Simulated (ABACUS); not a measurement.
The system is Al.

```
Al
1.0
    -2.02481    0.00000    2.02481
     0.00000    2.02481    2.02481
    -2.02481    2.02481    0.00000
Al
1
Cartesian
  0.0000 0.0000 0.0000
```

Program: ABACUS 3.10.1. Alike in all runs: task single point; potentials or basis SG15 ONCV 1.2 PBE, plane waves; no spin polarisation; cell as given; smearing fermi-dirac 0.05 eV.

**Question.** Order these runs on this cell by their pressure, lowest first.
A. level RPBE; k mesh 9 × 9 × 9; cutoff (eV) 816; mesh quality not flagged
B. level TM; k mesh 7 × 7 × 7; cutoff (eV) 939; mesh quality coarse
C. level revTPSS; k mesh 7 × 7 × 7; cutoff (eV) 939; mesh quality coarse

**Answer.** B (-8.0 GPa), C (-4.7 GPa), A (0.9 GPa).

Caveats: some runs use coarse meshes; the potentials were made for another functional, which shifts forces and pressure.

Not every run made on this cell is shown here.
